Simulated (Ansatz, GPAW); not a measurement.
Given: the input of a run of GPAW 26.7.0 (ASE script) on HfN. 

The input run.py:

```python
from ase.dft.bandgap import bandgap
from ase.io import read, write
from ase.units import GPa
from gpaw import GPAW, PW

atoms = read('HfN.xyz')

calc = GPAW(mode=PW(800),
            xc='PBE',
            kpts={'size': (10, 10, 10), 'gamma': True},
            occupations={'name': 'methfessel-paxton', 'order': 0, 'width': 0.023},
            nbands=19,
            convergence={'density': 1e-05, 'energy': 1e-05},
            maxiter=150,
            txt='gpaw.txt')
atoms.calc = calc
energy = atoms.get_potential_energy()
forces = atoms.get_forces()
stress = atoms.get_stress()
calc.write('gs.gpw')
write('result.traj', atoms)
print(f'Energy: {energy:.6f} eV')
print('Forces (eV/A):')
print(forces.round(4))
print('Stress (GPa):', (stress / GPa).round(3))
print('Fermi level:', round(calc.get_fermi_level(), 4), 'eV')
print(f'Gap: {bandgap(calc)[0]:.4f} eV, direct: {bandgap(calc, direct=True)[0]:.4f} eV')
```

HfN.xyz

```xyz
2
Lattice="0.0000000000 2.2560000000 2.2560000000 2.2560000000 0.0000000000 2.2560000000 2.2560000000 2.2560000000 0.0000000000" Properties=species:S:1:pos:R:3 pbc="T T T"
Hf     0.0000000000      0.0000000000      0.0000000000
N      2.2560000000      2.2560000000      2.2560000000
```

Potentials or basis: GPAW PAW data sets (gpaw-data 1.2.1), pw.

Launch:

```sh
$ OMP_NUM_THREADS=1 python run.py
```

Question: What does the same run look like in Ansatz 0.2.0? Potentials or basis there: all-electron LAPW, scalar-relativistic.

Answer: As run (cutoffs and basis follow the program's own potentials, and thresholds, step limits or extra output files can differ):

File input.yaml:

```yaml
crystal:
  lattice:
    - [0.0, 2.256, 2.256]
    - [2.256, 0.0, 2.256]
    - [2.256, 2.256, 0.0]
  atoms:
    - { symbol: Hf, position: [0.0, 0.0, 0.0] }
    - { symbol: "N", position: [0.5, 0.5, 0.5] }
kpoints:
  mp_grid: { grid: [10, 10, 10] }
scf:
  occupations: { method: gaussian, width: 0.023 }
hamiltonian:
  xc: pbe
  pseudopotentials: { kind: all_electron, lapw: { basis_error: 0.001 } }
output:
  forces: true
  stress: true
  eigenvalues: true
```

Potentials or basis: all-electron LAPW, scalar-relativistic.

Command:

```bash
$ ansatz run input.yaml --threads 1 --pin off --max-ram 3072MiB --backend cpu --events-out ev --progress --plain --runs-dir out
```

Both were run:

|  | GPAW | Ansatz |
| --- | --- | --- |
| Pressure | 6.7 GPa | 6.7 GPa |

Where Ansatz's input types no cutoff or centring, it takes its own default and a Γ-centred mesh.

Pressure is positive in compression.
